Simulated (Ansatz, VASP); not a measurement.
One calculation of Fe, two programs

Contents of INCAR:

```
PREC = Accurate ; ENCUT = 520
EDIFF = 1E-6 ; ISMEAR = -1
SIGMA = 0.05 ; LREAL = F
LASPH = T ; NELM = 150
ALGO = Normal ; ISIF = 2
LWAVE = F ; LCHARG = F
ISPIN = 2 ; MAGMOM = 2.497
LORBIT = 11 ; LMAXMIX = 4
GGA = RP ; NBANDS = 14
```

File KPOINTS:

```
Automatic mesh
0
Gamma
  15 15 15
```

The input POSCAR:

```
Fe
1.0
    2.4927550643      0.0000000000      0.0000000000
    0.0000000000      2.4927550643      0.0000000000
    0.0000000000      0.0000000000      2.4927550643
Fe
1
Direct
    0.0000000000      0.0000000000      0.0000000000
```

Input for Ansatz:

```yaml
crystal:
  lattice:
    - [2.4927550643, 0.0, 0.0]
    - [0.0, 2.4927550643, 0.0]
    - [0.0, 0.0, 2.4927550643]
  atoms:
    - { symbol: Fe, position: [0.0, 0.0, 0.0], spin: 2.497 }
hamiltonian:
  xc: rpbe
  pseudopotentials:
    kind: paw
    azcp:
      Fe: "pseudopotentials/Fe.paw.azcp"
basis:
  ecutwfc: 420
  fft_grid_basis: typed
kpoints:
  mp_grid: { grid: [15, 15, 15], shift: [0, 0, 0] }
magnetization:
  spin_polarized: true
scf:
  occupations: { method: fermi_dirac, width: 0.05 }
  lower_state_search: "off"
output:
  stress: true
```

Alike in both runs: task single point; functional RPBE; k mesh 15 × 15 × 15; occupations fermi-dirac, width 0.05 eV; collinear spin.

|  | VASP | Ansatz |
| --- | --- | --- |
| version | VASP 6.6.1 | Ansatz 0.2.0 |
| potentials or method | VASP PAW PBE potentials, release 64 (Fe) | plane waves (420 eV) with PAW, scalar-relativistic |
| plane-wave cutoff (eV) | 520 | 420 |
| valence electrons in the cell | 8 | 16 |

VASP gave:

| Quantity | Value |
| --- | --- |
| pressure (GPa) | -7.4 |
| net moment per atom (μB) | 2.79 |
| size of the moment on the site where the two differ most (μB) | 2.79 |

Problem. What did Ansatz give for the same quantities?

Solution. Pressure (GPa): -7.6; net moment per atom (μB): 2.77; size of the moment on the site where the two differ most (μB): 2.77.

Site moments also hang on the region over which each program counts them. With one functional, cell and mesh, what is left measures potentials, basis and numerics. The two sets of potentials don't hold the same shells in valence.

Caveats: the PAW data sets were made with another functional, which shifts forces and pressure a little (VASP).
